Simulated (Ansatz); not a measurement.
**InP in Ansatz: the effect of functional**

InP:

```
In P
1.0
     0.00000    2.82314    2.82314
     2.82314    0.00000    2.82314
     2.82314    2.82314    0.00000
In P
1 1
Direct
  0.00000 0.00000 0.00000
  0.50000 0.50000 0.50000
```

Measurements of this composition are mostly on another form, of space group No. 216.

The cell isn't the ideal one: volume scaled by 1.06.

Alike in all runs:

* Program: Ansatz 0.2.0
* Task: single point
* Potentials or basis: Ansatz PAW
* k mesh: 8 × 8 × 8
* Occupations: fermi-dirac, width 0.05 eV
* Spin: no spin polarisation

| functional | cutoff | pressure (GPa) |
| --- | --- | --- |
| LDA | 420 eV (not typed: the program's choice for these potentials) | ? |
| PBEsol | 420 eV (not typed: the program's choice for these potentials) | -6.7 |
| r2SCAN | 500 eV (not typed: the program's choice for these potentials) | -5.8 |

Q: What does the run with functional LDA give?

A: Pressure -8.2 GPa.

Caveats: the PAW data sets come from PBE, with cores solved anew for the run's functional, which leaves a small shift of forces and pressure.
